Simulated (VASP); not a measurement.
A run of VASP 6.6.1:

Contents of INCAR:

```
SYSTEM = GaN
PREC     = Accurate       ! precision mode
ENCUT    = 580            ! plane-wave cutoff, eV
EDIFF    = 1E-7           ! SCF threshold, eV
ISMEAR   = 0              ! smearing method
SIGMA    = 0.02           ! smearing width, eV
LREAL    = .False.        ! projectors in reciprocal space
LASPH    = .True.         ! aspherical terms in the spheres
NELM     = 60             ! most SCF steps
ALGO     = Normal         ! electronic algorithm
ISIF     = 3              ! what is computed and relaxed
LWAVE    = .False.        ! write WAVECAR
LCHARG   = .False.        ! write CHGCAR
GGA      = PS             ! functional
IBRION   = 2              ! ionic algorithm
NSW      = 90             ! ionic steps
EDIFFG   = -0.005         ! ionic threshold
```

Contents of KPOINTS:

```
regular mesh
0
Gamma
  10 10 10
  0 0 0
```

The input POSCAR:

```
GaN
1.0
    0.0000000000      2.2535006100      2.2535006100
    2.2535006100      0.0000000000      2.2535006100
    2.2535006100      2.2535006100      0.0000000000
Ga N
1 1
Direct
    0.0000000000      0.0000000000      0.0000000000
    0.2500000000      0.2500000000      0.2500000000
```

Potentials or basis: VASP PAW PBE potentials, release 64 (Ga, N).

Run with:

```sh
$ cat potpaw_PBE.64/Ga/POTCAR potpaw_PBE.64/N/POTCAR > POTCAR
$ mpirun -np 1 vasp_std > vasp.out
```

Hardware: 1 thread of Intel(R) Xeon(R) 6975P-C (Granite Rapids) (shared host).

Q: Estimate the wall time of this run.

A: Wall time 16 s on 1 thread of Intel(R) Xeon(R) 6975P-C (Granite Rapids) (shared host), peak memory 0.17 GiB. Counts: scf iterations 27, k points 47, ion steps 3.
